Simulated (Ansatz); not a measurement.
## Ga in Ansatz: the effect of functional

Ga:

```
CELL_PARAMETERS angstrom
2.29126 -3.88091 0.00000
2.29126 3.88091 0.00000
0.00000 0.00000 4.58353
ATOMIC_POSITIONS crystal
Ga 0.34510 0.65490 0.41900
Ga 0.15490 0.84510 0.91900
Ga 0.65490 0.34510 0.58100
Ga 0.84510 0.15490 0.08100
```

The cell isn't the ideal one: volume scaled by 1.04.

Alike in all runs:

* Program: Ansatz 0.2.0
* Task: single point
* Potentials or basis: Ansatz PAW
* k mesh: 7 × 7 × 6
* Occupations: fermi-dirac, width 0.05 eV
* Spin: no spin polarisation

```csv
functional,cutoff,pressure (GPa),largest force (eV/Å)
LDA,420 eV (not typed: the program's choice for these potentials),?,?
r2SCAN,500 eV (not typed: the program's choice for these potentials),-3.3,0.14
PBE,420 eV (not typed: the program's choice for these potentials),-0.2,0.10
```

Problem. What does the run with functional LDA give?

Solution. Pressure -5.3 GPa; largest force 0.13 eV/Å.

Caveats: the PAW data sets come from PBE, with cores solved anew for the run's functional, which leaves a small shift of forces and pressure (some runs).
